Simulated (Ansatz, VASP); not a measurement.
Two plane-wave programs on WSe2

Contents of INCAR:

```
SYSTEM = WSe2
PREC = Accurate ; ENCUT = 520
EDIFF = 1E-6 ; ISMEAR = 0
SIGMA = 0.05 ; LREAL = .FALSE.
LASPH = .TRUE. ; NELM = 80
ALGO = Normal ; ISIF = 2
LWAVE = .FALSE. ; LCHARG = .TRUE.
GGA = PS ; LELF = .TRUE.
LVHAR = .TRUE. ; NBANDS = 20
```

The input KPOINTS:

```
Automatic mesh
0
G
  9 9 2
  0 0 0
```

The input POSCAR:

```
WSe2
1.0
    3.1394039426      0.0000000000      0.0000000000
   -1.5697019713      2.7188035670      0.0000000000
    0.0000000000      0.0000000000     16.6611439352
W Se
1 2
Direct
    0.0000000000      0.0000000000     -0.0030938842
    0.3333333333      0.6666666667      0.1040002956
    0.3333333333      0.6666666667      0.9032020910
```

Input for Ansatz:

```yaml
crystal:
  lattice:
    - [3.1394039426, 0.0, 0.0]
    - [-1.5697019713, 2.718803567, 0.0]
    - [0.0, 0.0, 16.6611439352]
  atoms:
    - { symbol: W, position: [0.0, 0.0, -0.0030938842] }
    - { symbol: Se, position: [0.3333333333, 0.6666666667, 0.1040002956] }
    - { symbol: Se, position: [0.3333333333, 0.6666666667, 0.903202091] }
basis:
  ecutwfc: 420
kpoints:
  mp_grid: { grid: [9, 9, 2] }
hamiltonian:
  xc: pbesol
  pseudopotentials: { kind: paw, azcp: { folder: soft_1 } }
scf:
  occupations: { method: gaussian, width: 0.05 }
output:
  forces: true
  stress: true
  eigenvalues: true
```

Change from the starting cell: mode 9 frozen in at -0.060 Å, equal normal strain along x and y -0.0400.

Alike in both runs: task single point; functional PBEsol; k mesh 9 × 9 × 2; occupations gaussian, width 0.05 eV; no spin polarisation.

|  | VASP | Ansatz |
| --- | --- | --- |
| version | VASP 6.6.1 | Ansatz 0.2.0 |
| potentials or method | VASP PAW PBE potentials, release 64 (W_sv, Se) | scalar-relativistic, plane waves, PAW |
| plane-wave cutoff (eV) | 520 | 420 |
| valence electrons in the cell | 26 | 46 |

|  | VASP | Ansatz | Ansatz less VASP |
| --- | --- | --- | --- |
| gap on the k mesh at the Fermi level (eV) | 1.69 | 1.68 | -0.002 |
| least direct gap on the mesh (eV) | 2.20 | 2.21 | +0.005 |
| rms of the force components (eV/Å) | 1.769 | 1.742 | -0.0273 |

Atom by atom the forces differ by 0.042 eV/Å (rms over components). With one functional, cell and mesh, what is left measures potentials, basis and numerics. The two sets of potentials don't hold the same shells in valence. Ansatz warned: «pseudo_functional_mismatch».

Caveats: the PAW data sets were made with another functional, which shifts forces and pressure a little (VASP); spin-orbit coupling is left out, which moves the levels of the heavy elements.
